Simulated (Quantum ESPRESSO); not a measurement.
# MgO (Fm-3m) in Quantum ESPRESSO: notebook

The runs below take MgO through phonons, with revPBE, vdW-DF-cx.

Everything below comes from runs of Quantum ESPRESSO 7.5. Logs are shortened: lines on timing, memory, paths and dates and some standing lists are left out, and cuts for length are marked.

**What was measured.**

“Infrared Optical Properties of Ferropericlase (Mg1-xFexO): Experiment and Theory”, 2007, arxiv:0704.2267 reports, for a bulk crystal of MgO at 295 K: high-frequency dielectric constant 2.95 ± 0.1.

The results are compared with them further down.

## 1. The crystal as given

It takes space group Fm-3m (No. 225, cubic). The conventional cell has a = 4.194 Å, b = 4.194 Å, c = 4.194 Å, α = 90.00°, β = 90.00°, γ = 90.00°. Mg (site symmetry m-3m) has 6 O at 2.10 Å as nearest neighbours. O (site symmetry m-3m) is surrounded by 6 Mg at 2.10 Å.

The cell is a database's computed one.

## 2. Phonons, revPBE

Input file pw.in:

```
&CONTROL
  calculation = 'scf'
  prefix = 'pwscf'
  outdir = './tmp'
  pseudo_dir = './pseudo'
  tprnfor = .true.
  tstress = .true.
  disk_io = 'low'
/
&SYSTEM
  ibrav = 0
  nat = 2
  ntyp = 2
  ecutwfc = 45
  ecutrho = 360
  nbnd = 14
  input_dft = 'revpbe'
  occupations = 'smearing'
  smearing = 'fd'
  degauss = 0.00367493
/
&ELECTRONS
  conv_thr = 4d-10
  electron_maxstep = 120
  mixing_beta = 0.5
/
ATOMIC_SPECIES
Mg    24.3050 mg_pbe_v1.4.uspp.F.UPF
O     15.9990 o_pbe_v1.2.uspp.F.UPF
CELL_PARAMETERS angstrom
   0.0000000000    2.0970013927    2.0970013927
   2.0970013927    0.0000000000    2.0970013927
   2.0970013927    2.0970013927    0.0000000000
ATOMIC_POSITIONS angstrom
Mg     0.0000000000    0.0000000000    0.0000000000
O      2.0970013927    2.0970013927    2.0970013927
K_POINTS automatic
6 6 6 1 1 1
```

Input file relax.in:

```
&CONTROL
  calculation = 'vc-relax'
  prefix = 'pwscf'
  outdir = './tmp'
  pseudo_dir = './pseudo'
  tprnfor = .true.
  tstress = .true.
  disk_io = 'low'
  nstep = 40
  forc_conv_thr = 0.0001
  etot_conv_thr = 1d-06
/
&SYSTEM
  ibrav = 0
  nat = 2
  ntyp = 2
  ecutwfc = 45
  ecutrho = 360
  nbnd = 14
  input_dft = 'revpbe'
  occupations = 'smearing'
  smearing = 'fd'
  degauss = 0.00367493
/
&ELECTRONS
  conv_thr = 4d-10
  electron_maxstep = 120
  mixing_beta = 0.5
/
&IONS
  ion_dynamics = 'bfgs'
/
&CELL
  cell_dynamics = 'bfgs'
  press = 0
  press_conv_thr = 0.2
/
ATOMIC_SPECIES
Mg    24.3050 mg_pbe_v1.4.uspp.F.UPF
O     15.9990 o_pbe_v1.2.uspp.F.UPF
CELL_PARAMETERS angstrom
   0.0000000000    2.0970013927    2.0970013927
   2.0970013927    0.0000000000    2.0970013927
   2.0970013927    2.0970013927    0.0000000000
ATOMIC_POSITIONS angstrom
Mg     0.0000000000    0.0000000000    0.0000000000
O      2.0970013927    2.0970013927    2.0970013927
K_POINTS automatic
6 6 6 1 1 1
```

Input file scf2.in:

```
&CONTROL
  calculation = 'scf'
  prefix = 'pwscf'
  outdir = './tmp'
  pseudo_dir = './pseudo'
  tprnfor = .true.
  tstress = .true.
  disk_io = 'low'
/
&SYSTEM
  ibrav = 0
  nat = 2
  ntyp = 2
  ecutwfc = 45
  ecutrho = 360
  nbnd = 14
  input_dft = 'revpbe'
  occupations = 'fixed'
/
&ELECTRONS
  conv_thr = 1d-13
  electron_maxstep = 120
  mixing_beta = 0.5
  startingpot = 'file'
  startingwfc = 'file'
/
ATOMIC_SPECIES
Mg    24.3050 mg_pbe_v1.4.uspp.F.UPF
O     15.9990 o_pbe_v1.2.uspp.F.UPF
CELL_PARAMETERS angstrom
   0.0000000000    2.1433252481    2.1433252481
   2.1433252481    0.0000000000    2.1433252481
   2.1433252481    2.1433252481    0.0000000000
ATOMIC_POSITIONS angstrom
Mg     0.0000000000    0.0000000000    0.0000000000
O      2.1433252481    2.1433252481    2.1433252481
K_POINTS automatic
6 6 6 1 1 1
```

Input file ph.in:

```
phonons of MgO
&INPUTPH
  prefix = 'pwscf'
  outdir = './tmp'
  tr2_ph = 1d-18
  fildyn = 'dyn'
  niter_ph = 90
  alpha_mix(1) = 0.7
  epsil = .true.
/
0.0000000000 0.0000000000 0.0000000000
```

Input file dynmat.in:

```
&INPUT
  fildyn = 'dyn'
  asr = 'crystal'
  lperm = .true.
  filout = 'dynmat.disp'
  fileig = 'dynmat.eig'
/
```

Input file dynmat_lo.in:

```
&INPUT
  fildyn = 'dyn'
  asr = 'crystal'
  filout = 'dynmat_lo.disp'
  fileig = 'dynmat_lo.eig'
  q(1) = 0
  q(2) = 0
  q(3) = 1
/
```

Potentials or basis: GBRV 1.5 PBE.

On the command line:

```bash
OMP_NUM_THREADS=1 pw.x -in pw.in > pw.out
OMP_NUM_THREADS=1 pw.x -in relax.in > relax.out
OMP_NUM_THREADS=1 pw.x -in scf2.in > scf2.out
OMP_NUM_THREADS=1 ph.x -in ph.in > ph.out
OMP_NUM_THREADS=1 dynmat.x -in dynmat.in > dynmat.out
OMP_NUM_THREADS=1 dynmat.x -in dynmat_lo.in > dynmat_lo.out
```

pw.out:

```text
This program is part of the open-source Quantum ESPRESSO suite
     for quantum simulation of materials; please cite
         "P. Giannozzi et al., J. Phys.:Condens. Matter 21 395502 (2009);
         "P. Giannozzi et al., J. Phys.:Condens. Matter 29 465901 (2017);
         "P. Giannozzi et al., J. Chem. Phys. 152 154105 (2020);
     in publications or presentations arising from this work. More details at

     IMPORTANT: XC functional enforced from input :
     Exchange-correlation= REVPBE
                           (   1   4   4   4   0   0   0)
     Any further DFT definition will be discarded
     Please, verify this is what you really want

     Message from routine setup:
     using ibrav=0 with symmetry is DISCOURAGED, use correct ibrav instead

     G-vector sticks info
     --------------------
     sticks:   dense  smooth     PW     G-vecs:    dense   smooth      PW
     Sum         769     379    127                14331     5029     965

     Using Slab Decomposition

     bravais-lattice index     =            0
     lattice parameter (alat)  =       5.6042  a.u.
     unit-cell volume          =     124.4580 (a.u.)^3
     number of atoms/cell      =            2
     number of atomic types    =            2
     number of electrons       =        16.00
     number of Kohn-Sham states=           14
     kinetic-energy cutoff     =      45.0000  Ry
     charge density cutoff     =     360.0000  Ry
     scf convergence threshold =      4.0E-10
     mixing beta               =       0.5000
     number of iterations used =            8  plain     mixing
     Exchange-correlation= REVPBE
                           (   1   4   4   4   0   0   0)

     celldm(1)=   5.604187  celldm(2)=   0.000000  celldm(3)=   0.000000
     celldm(4)=   0.000000  celldm(5)=   0.000000  celldm(6)=   0.000000

[... 8 lines left out ...]
               b(3) = (  0.707107  0.707107 -0.707107 )

     PseudoPot. # 1 for Mg read from file:
     mg_pbe_v1.4.uspp.F.UPF
     Pseudo is Ultrasoft, Zval = 10.0
     Generated by new atomic code, or converted to UPF format
     Using radial grid of  821 points,  7 beta functions with:
                l(1) =   0
                l(2) =   0
                l(3) =   0
                l(4) =   1
                l(5) =   1
                l(6) =   2
                l(7) =   2
     Q(r) pseudized with  8 coefficients,  rinner =    1.200   1.200   1.200
                                                       1.200   1.200

     PseudoPot. # 2 for O  read from file:
     o_pbe_v1.2.uspp.F.UPF
     Pseudo is Ultrasoft + core correction, Zval =  6.0
     Generated by new atomic code, or converted to UPF format
     Using radial grid of  737 points,  5 beta functions with:
                l(1) =   0
                l(2) =   0
                l(3) =   1
                l(4) =   1
                l(5) =   2
     Q(r) pseudized with  8 coefficients,  rinner =    0.900   0.900   0.900
                                                       0.900   0.900

     atomic species   valence    mass     pseudopotential
     Mg               10.00    24.30500     Mg( 1.00)
     O                 6.00    15.99900     O ( 1.00)

     48 Sym. Ops., with inversion, found

   Cartesian axes

     site n.     atom                  positions (alat units)
         1        Mg     tau(   1) = (   0.0000000   0.0000000   0.0000000  )
         2        O      tau(   2) = (   0.7071068   0.7071068   0.7071068  )

     number of k points=    28  Fermi-Dirac smearing, width (Ry)=  0.0037
                       cart. coord. in units 2pi/alat
        k(    1) = (   0.0589256   0.0589256   0.0589256), wk =   0.0185185
        k(    2) = (   0.1767767   0.1767767  -0.0589256), wk =   0.0555556
        k(    3) = (   0.2946278   0.2946278  -0.1767767), wk =   0.0555556
        k(    4) = (  -0.2946278  -0.2946278   0.4124790), wk =   0.0555556
        k(    5) = (  -0.1767767  -0.1767767   0.2946278), wk =   0.0555556
        k(    6) = (  -0.0589256  -0.0589256   0.1767767), wk =   0.0555556
[... 20 lines left out ...]
        k(   27) = (   0.2946278   0.2946278   0.2946278), wk =   0.0185185
        k(   28) = (  -0.2946278  -0.2946278   0.8838835), wk =   0.0555556

     Dense  grid:    14331 G-vectors     FFT dimensions: (  36,  36,  36)

     Smooth grid:     5029 G-vectors     FFT dimensions: (  24,  24,  24)

     Check: negative core charge=   -0.000002

     Initial potential from superposition of free atoms

     starting charge      15.6998, renormalised to      16.0000
     Starting wfcs are    9 randomized atomic wfcs +    5 random wfcs

     Self-consistent Calculation

     iteration #  1     ecut=    45.00 Ry     beta= 0.50
     Davidson diagonalization with overlap
     ethr =  1.00E-02,  avg # of iterations =  5.5

     total energy              =    -157.84224119 Ry
     estimated scf accuracy    <       0.39228774 Ry

     iteration #  2     ecut=    45.00 Ry     beta= 0.50
     Davidson diagonalization with overlap
     ethr =  2.45E-03,  avg # of iterations =  2.0
[... 43 lines left out ...]
     total energy              =    -157.95493094 Ry
     estimated scf accuracy    <          1.1E-09 Ry

     iteration #  9     ecut=    45.00 Ry     beta= 0.50
     Davidson diagonalization with overlap
     ethr =  6.71E-12,  avg # of iterations =  2.0

     End of self-consistent calculation

          k = 0.0589 0.0589 0.0589 (   624 PWs)   bands (ev):

   -64.2626 -30.9966 -30.9912 -30.9912  -9.1211   7.6190   8.0313   8.0313
    13.5454  23.1315  24.2813  24.2813  29.2683  29.3383

          k = 0.1768 0.1768-0.0589 (   627 PWs)   bands (ev):

   -64.2597 -31.0215 -30.9983 -30.9923  -8.7472   6.1032   7.6108   7.8745
    15.1031  21.1331  24.6328  25.1233  27.5027  29.1850
[... 63 lines left out ...]
   -64.2539 -31.0679 -31.0098 -31.0014  -7.8829   3.9570   6.7936   7.3292
    17.0647  20.5367  23.1118  25.2640  28.9235  30.7085

          k =-0.6482 0.0589 0.0589 (   638 PWs)   bands (ev):

   -64.2513 -31.0632 -31.0222 -31.0188  -7.6521   4.1030   6.5453   6.7740
    17.6052  18.6299  21.3558  27.2255  27.2704  34.2334

          k =-0.5303 0.1768-0.0589 (   641 PWs)   bands (ev):

   -64.2526 -31.0563 -31.0221 -31.0130  -7.7895   4.4147   6.3307   6.8916
    18.3294  19.0466  21.5894  25.9931  27.5169  32.9240

          k =-0.4125 0.0589 0.0589 (   631 PWs)   bands (ev):

   -64.2554 -31.0424 -31.0092 -31.0086  -8.1917   4.9534   7.0845   7.1851
    17.1760  18.9312  22.9813  26.1730  26.4086  32.2378

          k = 0.1768 0.1768 0.1768 (   631 PWs)   bands (ev):
[... 41 lines left out ...]
   -64.2547 -31.0735 -30.9987 -30.9987  -7.9644   3.7153   7.4604   7.4604
    16.1722  20.8175  24.8039  24.8039  29.5505  30.3753

          k =-0.2946-0.2946 0.8839 (   637 PWs)   bands (ev):

   -64.2532 -31.0699 -31.0146 -31.0024  -7.7790   3.8686   6.5016   7.2918
    17.3479  20.6844  22.6178  25.3833  29.0919  30.7414

     the Fermi energy is     9.8594 ev

!    total energy              =    -157.95493094 Ry
     estimated scf accuracy    <          1.1E-12 Ry
     smearing contrib. (-TS)   =       0.00000000 Ry
     internal energy E=F+TS    =    -157.95493094 Ry

     The total energy is F=E-TS. E is the sum of the following terms:
     one-electron contribution =     -86.36422318 Ry
     hartree contribution      =      48.20404621 Ry
     xc contribution           =     -24.61998829 Ry
     ewald contribution        =     -95.17476569 Ry

     convergence has been achieved in   9 iterations

     Forces acting on atoms (cartesian axes, Ry/au):

     atom    1 type  1   force =    -0.00000000    0.00000000   -0.00000000
     atom    2 type  2   force =    -0.00000000    0.00000000    0.00000000

     Total force =     0.000000     Total SCF correction =     0.000000

     Computing stress (Cartesian axis) and pressure

          total   stress  (Ry/bohr**3)                   (kbar)     P=      104.78
   0.00071229  -0.00000000  -0.00000000          104.78       -0.00       -0.00
  -0.00000000   0.00071229  -0.00000000           -0.00      104.78       -0.00
  -0.00000000  -0.00000000   0.00071229           -0.00       -0.00      104.78

=------------------------------------------------------------------------------=
   JOB DONE.
=------------------------------------------------------------------------------=
```

Wall time 2.2 min (1 thread of Intel Xeon Platinum 8375C at 2.90GHz (Ice Lake), shared host); peak memory 0.12 GiB.

What came out:

| Property | Result |
| --- | --- |
| Free energy | -2149.1262 eV |
| Relaxed volume | 9.85 Å³/atom |
| Relaxed cell | a = 3.031 Å, b = 3.031 Å, c = 3.031 Å, α = 60.00°, β = 60.00°, γ = 60.00° |
| Space group after relaxing (to 0.05 Å) | Fm-3m (No. 225) |
| Pressure after relaxing | -0.1 GPa |
| Electronic dielectric tensor (diagonal) | 3.23 |
| Born charges (mean of the diagonal) | Mg +2.01; O -2.01 e |
| Highest phonon frequency at Γ, LO-TO splitting left out | 351 cm⁻¹ |
| Static dielectric tensor (diagonal) | 11.72 |

The path:
| step | energy change (eV) | largest force (eV/Å) | pressure (GPa) | volume (Å³) |
| --- | --- | --- | --- | --- |
| 1 | 0.0000 | 0.0000 | 10.48 | 18.44 |
| 2 | -0.0373 | 0.0000 | 1.83 | 19.45 |
| 3 | -0.0387 | 0.0000 | 0.15 | 19.67 |
| 4 | -0.0387 | 0.0000 | 0.01 | 19.69 |

Final structure:
```cif
data_structure
_symmetry_space_group_name_H-M 'P 1'
_symmetry_Int_Tables_number 1
_cell_length_a 3.0311
_cell_length_b 3.0311
_cell_length_c 3.0311
_cell_angle_alpha 60.000
_cell_angle_beta 60.000
_cell_angle_gamma 60.000
_cell_volume 19.69
loop_
_atom_site_label
_atom_site_type_symbol
_atom_site_fract_x
_atom_site_fract_y
_atom_site_fract_z
_atom_site_occupancy
Mg1 Mg 0.00000 0.00000 0.00000 1
O1 O 0.50000 0.50000 0.50000 1
```

Levels at points of the mesh, in eV from the valence-band top:
```tsv
k point	band 4	band 5	band 6	band 7	band 8	band 9	band 10	band 11	band 12	band 13
(0.08, 0.08, 0.08)	-39.27	-16.84	-0.41	0.00	0.00	4.89	14.73	15.85	15.85	20.60
```

Phonon frequencies in cm⁻¹ (negative: imaginary):
```tsv
q point	frequencies
(0.000, 0.000, 0.000)	4 4 4 351 351 351
```

Electronic dielectric tensor:
```
3.23 0.00 0.00
0.00 3.23 0.00
0.00 0.00 3.23
```

Born effective charge tensors (e):
atom 1, Mg
```
2.01 0.00 0.00
0.00 2.01 0.00
0.00 0.00 2.01
```
atom 2, O
```
-2.01  0.00  0.00
 0.00 -2.01  0.00
 0.00  0.00 -2.01
```

Optical modes at Γ, degenerate ones joined, polar ones without the macroscopic field:
| cm⁻¹ | components | symmetry | active in | IR intensity, summed ((D/Å)²/amu) |
| --- | --- | --- | --- | --- |
| 351 | 3 | T1u | IR | 29.04 |

Zone-centre frequencies without and with the macroscopic field along z (cm⁻¹):
|  | optical modes in rising order |
| --- | --- |
| without | 351 351 351 |
| with the field | 351 351 669 |

Static dielectric tensor, electrons and zone-centre modes:
```
11.72  0.00  0.00
 0.00 11.72  0.00
 0.00  0.00 11.72
```

Caveat: the potentials were made for another functional, which shifts forces and pressure.

[end of part 1 of 2]
